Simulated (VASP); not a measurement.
# Er (Fm-3m) in VASP: a series of runs, part 2 of 2

VASP 6.6.1. Earlier steps stand in the parts before.

## 6. Single point, PBE, collinear spin, ferromagnetic start

Contents of INCAR:

```
SYSTEM = Er
PREC     = Accurate       ! precision mode
ENCUT    = 450            ! plane-wave cutoff, eV
EDIFF    = 1E-6           ! SCF threshold, eV
ISMEAR   = 0              ! smearing method
SIGMA    = 0.2            ! smearing width, eV
LREAL    = .False.        ! projectors in reciprocal space
LASPH    = .True.         ! aspherical terms in the spheres
NELM     = 100            ! most SCF steps
ALGO     = Normal         ! electronic algorithm
ISIF     = 2              ! what is computed and relaxed
LWAVE    = .False.        ! write WAVECAR
LCHARG   = .False.        ! write CHGCAR
ISPIN    = 2              ! spin polarisation
MAGMOM   = 3              ! initial moments
LORBIT   = 11             ! projections on sites
LMAXMIX  = 6              ! l up to which the mixer works
GGA      = PE             ! functional
ADDGRID  = .False.
```

Contents of KPOINTS:

```
Automatic mesh
0
Gamma
  7 7 7
  0 0 0
```

Contents of POSCAR:

```
Er
1.0
   -0.0089250000      2.4571370000      2.4791170000
    2.4542050000     -0.0023290000      2.4725200000
    2.4870360000      2.4833720000     -0.0351600000
Er
1
Direct
   -0.0043710000     -0.0077920000     -0.0181410000
```

Potentials or basis: VASP PAW PBE potentials, release 64 (Er_3), 4f in core.

The run is started by

```console
cat potpaw_PBE.64/Er_3/POTCAR > POTCAR
mpirun -np 1 vasp_std > vasp.out
```

OUTCAR:

```text
SYSTEM = Er
   PREC = Accurate
   ENCUT = 450
   EDIFF = 1E-6
   ISMEAR = 0
   LREAL = .False.
   LASPH = .True.
   NELM = 100
   ISIF = 2
   ISPIN = 2
   LORBIT = 11
   GGA = PE

 Found    172 irreducible k-points:

 Following reciprocal coordinates:
            Coordinates               Weight
  0.000000  0.000000  0.000000      1.000000
  0.142857  0.000000 -0.000000      2.000000
  0.285714  0.000000 -0.000000      2.000000
  0.428571  0.000000  0.000000      2.000000
  0.000000  0.142857  0.000000      2.000000
  0.142857  0.142857  0.000000      2.000000
   k-points           NKPTS =    172   k-points in BZ     NKDIM =    172   number of bands    NBANDS=     10
   number of dos      NEDOS =    301   number of ions     NIONS =      1
   total plane-waves  NPLWV =  13824
   dimension x,y,z NGX =    24 NGY =   24 NGZ =   24
   dimension x,y,z NGXF=    48 NGYF=   48 NGZF=   48
   ions per type =               1
   NGX,Y,Z   is equivalent  to a cutoff of  11.43, 11.45, 11.35 a.u.
   NGXF,Y,Z  is equivalent  to a cutoff of  22.86, 22.91, 22.70 a.u.
 SYSTEM =  Er
   PREC   = accura    normal or accurate (medium, high low for compatibility)
   ISTART =      0    job   : 0-new  1-cont  2-samecut
   ICHARG =      2    charge: 1-file 2-atom 10-const
   ISPIN  =      2    spin polarized calculation?
   LNONCOLLINEAR =      F non collinear calculations
   LSORBIT =      F    spin-orbit coupling
   LASPH  =      T    aspherical Exc in radial PAW
   ENCUT  =  450.0 eV  33.07 Ry    5.75 a.u.   6.04  6.03  6.08*2*pi/ulx,y,z
   NELM   =    100;   NELMIN=  2; NELMDL= -5     # of ELM steps
   EDIFF  = 0.1E-05   stopping-criterion for ELM
   LREAL  =      F    real-space projection
   EDIFFG = 0.1E-04   stopping-criterion for IOM
   NSW    =      0    number of steps for IOM
   IBRION =     -1    ionic relax: 0-MD 1-quasi-New 2-CG
   NFREE  =      0    steps in history (QN), initial steepest desc. (CG)
   ISIF   =      2    stress and relaxation
   ISYM   =      2    0-nonsym 1-usesym 2-fastsym
   POTIM  = 0.5000    time-step for ionic-motion
   TEBEG  =    0.0;   TEEND  =   0.0 temperature during run
   PSTRESS=    0.0 pullay stress
   NELECT =       9.0000    total number of electrons
   NUPDOWN=      -1.0000    fix difference up-down
   EMIN   =  10.00;   EMAX   =-10.00  energy-range for DOS
   EFERMI =   0.00;   METHOD = LEGACY
   ISMEAR =     0;   SIGMA  =   0.20  broadening in eV -4-tet -1-fermi 0-gaus
   EFERMI_NEDOS =   21; number of points for ismear=-14 and -15
   IALGO  =     38    algorithm
   IMIX   =      4    mixing-type and parameters
     AMIX     =   0.40;   BMIX     =  1.00
     AMIX_MAG =   1.60;   BMIX_MAG =  1.00
  volume/ion in A,a.u.               =      30.50       205.83
  Fermi-wavevector in a.u.,A,eV,Ry     =   1.089904  2.059619 16.162220  1.187890
  Thomas-Fermi vector in A             =   2.226117
   LORBIT       =     11    0 simple, 1 ext, 2 COOP (PROOUT), +10 PAW based schemes
   GGA     = PE    functional components
   LHFCALC =     F    Hartree Fock is set to
   AEXX    =    0.0000 exact exchange contribution
   IVDW    =     0    specifies the selected vdW correction
   LEPSILON=     F    determine dielectric tensor
   LRPA    =     F    only Hartree local field effects (RPA)
 spin polarized calculation
 Gauss-broadening in eV      SIGMA  =   0.20
  energy-cutoff  :      450.00
  volume of cell :       30.50
 maximum number of plane-waves:       671
   NGX = 13   NGY = 13   NGZ = 13

 number of electron       9.0000000 magnetization      -0.0284081

 number of electron       9.0000000 magnetization       0.0000982

 Free energy of the ion-electron system (eV)
  ---------------------------------------------------
  ext. energy  EPLUGINS =         0.00000000
  ---------------------------------------------------
  free energy    TOTEN  =        -4.48714431 eV

  energy without entropy =       -4.46030179  energy(sigma->0) =       -4.47372305

 E-fermi :   3.0739     XC(G=0):  -9.8740

 val. band max:        2.9751352672   @ k =   0.0000   0.2857   0.2857
 cond. band min:       3.1474933469   @ k =  -0.2857   0.0000   0.2857
 fundamental gap:      0.1723580798
 Fermi energy:         3.0739405496

 spin component 1

 k-point     1 :       0.0000    0.0000    0.0000
  band No.  band energies     occupation
      1     -21.3126      1.00000
      2     -21.2970      1.00000
      3     -21.2938      1.00000
      4      -2.4830      1.00000
      5       4.9230      0.00000
      6       5.1636      0.00000
      7       5.1903      0.00000
      8       7.3874      0.00000
      9       7.5018      0.00000
     10      12.6413      0.00000

 k-point     2 :       0.1429    0.0000   -0.0000
  band No.  band energies     occupation
      1     -21.4192      1.00000
      2     -21.3238      1.00000
      3     -21.3107      1.00000
      4      -1.9292      1.00000
      5       4.5305      0.00000
      6       5.2011      0.00000
      7       5.4340      0.00000
      8       7.1604      0.00000
      9       7.2374      0.00000
     10      13.6602      0.00000

 k-point     3 :       0.2857    0.0000   -0.0000
  band No.  band energies     occupation
      1     -21.6778      1.00000
      2     -21.3549      1.00000
      3     -21.3479      1.00000
      4      -0.5750      1.00000
      5       3.7333      0.00000
      6       5.1772      0.00000
      7       5.4130      0.00000
      8       7.5871      0.00000
      9       7.6837      0.00000
     10      12.2924      0.00000

 k-point     4 :       0.4286    0.0000    0.0000
  band No.  band energies     occupation
      1     -21.8759      1.00000
      2     -21.3811      1.00000
      3     -21.3758      1.00000
      4       0.5337      1.00000
      5       3.6880      0.00001
      6       4.8273      0.00000
      7       5.0556      0.00000
      8       8.8064      0.00000
      9       9.0253      0.00000
     10      11.4290      0.00000

 k-point     5 :       0.0000    0.1429    0.0000
  band No.  band energies     occupation
      1     -21.4177      1.00000
      2     -21.3255      1.00000
      3     -21.3128      1.00000
      4      -1.9246      1.00000
      5       4.5638      0.00000
      6       5.1848      0.00000
      7       5.4237      0.00000
      8       7.1406      0.00000
      9       7.2276      0.00000
     10      13.6595      0.00000

 k-point     6 :       0.1429    0.1429    0.0000
  band No.  band energies     occupation
      1     -21.4168      1.00000
      2     -21.3461      1.00000
      3     -21.3361      1.00000
      4      -1.7550      1.00000
      5       4.2329      0.00000
      6       5.4994      0.00000
      7       5.6127      0.00000
      8       6.2983      0.00000
      9       7.7706      0.00000
     10      14.2729      0.00000

 [... further k-points ...]

 spin component 2

 k-point     1 :       0.0000    0.0000    0.0000
  band No.  band energies     occupation
      1     -21.3125      1.00000
      2     -21.2969      1.00000
      3     -21.2937      1.00000
      4      -2.4829      1.00000
      5       4.9229      0.00000
      6       5.1635      0.00000
      7       5.1903      0.00000
      8       7.3873      0.00000
      9       7.5017      0.00000
     10      12.6415      0.00000

 k-point     2 :       0.1429    0.0000   -0.0000
  band No.  band energies     occupation
      1     -21.4192      1.00000
      2     -21.3237      1.00000
      3     -21.3106      1.00000
      4      -1.9291      1.00000
      5       4.5305      0.00000
      6       5.2010      0.00000
      7       5.4339      0.00000
      8       7.1604      0.00000
      9       7.2373      0.00000
     10      13.6604      0.00000

 k-point     3 :       0.2857    0.0000   -0.0000
  band No.  band energies     occupation
      1     -21.6777      1.00000
      2     -21.3548      1.00000
      3     -21.3478      1.00000
      4      -0.5750      1.00000
      5       3.7333      0.00000
      6       5.1771      0.00000
      7       5.4130      0.00000
      8       7.5871      0.00000
      9       7.6837      0.00000
     10      12.2928      0.00000

 k-point     4 :       0.4286    0.0000    0.0000
  band No.  band energies     occupation
      1     -21.8759      1.00000
      2     -21.3811      1.00000
      3     -21.3757      1.00000
      4       0.5337      1.00000
      5       3.6882      0.00001
      6       4.8272      0.00000
      7       5.0555      0.00000
      8       8.8064      0.00000
      9       9.0253      0.00000
     10      11.4292      0.00000

 k-point     5 :       0.0000    0.1429    0.0000
  band No.  band energies     occupation
      1     -21.4176      1.00000
      2     -21.3255      1.00000
      3     -21.3128      1.00000
      4      -1.9245      1.00000
      5       4.5638      0.00000
      6       5.1848      0.00000
      7       5.4237      0.00000
      8       7.1406      0.00000
      9       7.2275      0.00000
     10      13.6592      0.00000

 k-point     6 :       0.1429    0.1429    0.0000
  band No.  band energies     occupation
      1     -21.4167      1.00000
      2     -21.3460      1.00000
      3     -21.3360      1.00000
      4      -1.7549      1.00000
      5       4.2328      0.00000
      6       5.4993      0.00000
      7       5.6126      0.00000
      8       6.2983      0.00000
      9       7.7706      0.00000
     10      14.2730      0.00000

 [... further k-points ...]
[... 5 lines left out ...]
  --------------------------------------------------------------------------------------
  -------------------------------------------------------------------------------------
  Total        0.0030718      0.0127390     -0.0527232     -0.0615591      0.0727505      0.1069014
  in kB        0.1613625      0.6691796     -2.7695502     -3.2337027      3.8215852      5.6155368
  external PRESSURE =      -0.6463360 kB  Pullay stress =       0.0000000 kB

 VOLUME and BASIS-vectors are now :
 -----------------------------------------------------------------------------
  energy-cutoff  :      450.00
  volume of cell :       30.50
      direct lattice vectors                 reciprocal lattice vectors
    -0.008925000  2.457137000  2.479117000    -0.201313527  0.204442392  0.200014888
     2.454205000 -0.002329000  2.472520000     0.204685885 -0.202140878  0.201085569
     2.487036000  2.483372000 -0.035160000     0.199378760  0.200206110 -0.197713292

 POSITION                                       TOTAL-FORCE (eV/Angst)
 -----------------------------------------------------------------------------------
      4.86811      4.88241      4.88701         0.000000      0.000000      0.000000
 -----------------------------------------------------------------------------------
    total drift:                               -0.000002     -0.000001     -0.000000

  FREE ENERGIE OF THE ION-ELECTRON SYSTEM (eV)
  ---------------------------------------------------
  free  energy   TOTEN  =        -4.4871443147 eV

  energy  without entropy=       -4.4603017864  energy(sigma->0) =       -4.47372305

 total charge

# of ion       s       p       d       tot
------------------------------------------
    1        0.515   6.499   1.107   8.120

 magnetization (x)

# of ion       s       p       d       tot
------------------------------------------
    1       -0.000   0.000  -0.000  -0.000
```

Wall time 26 s (1 thread of Intel Xeon 6975P-C (Granite Rapids), shared host); peak memory 0.2 GiB.

These settings aren't checked as converged: the numbers below hold their error.

Results:

| Item | Value |
| --- | --- |
| Free energy | -4.4871 eV |
| Pressure | -0.1 GPa |
| Band gap on the k mesh | none (metal or under the smearing width) |
| Net moment | 0.00 μB per cell |
| Valence electrons inside the program's atomic spheres | Er 8.12 |

Caveat: the magnetic or orbital state may not be the lowest; spin-orbit coupling is left out, which moves the levels of the heavy elements; the 4f electrons are frozen in the core as for a trivalent ion, so they carry no moment and show no levels.

## 7. For comparison

An earlier run on the cell as given: functional PBE; potentials or basis VASP PAW PBE potentials, release 64 (Er); cutoff 520 eV; k mesh 9 × 9 × 9; occupations fermi-dirac, width 0.05 eV; collinear spin, ferromagnetic start; starting moments [3.0] μB.

* Pressure: 2.8 GPa
* Band gap on the k mesh: none (metal or under the smearing width)
* Net moment: 2.42 μB per cell
* Site moments: Er +2.43 μB
* Valence electrons inside the program's atomic spheres: Er 19.66
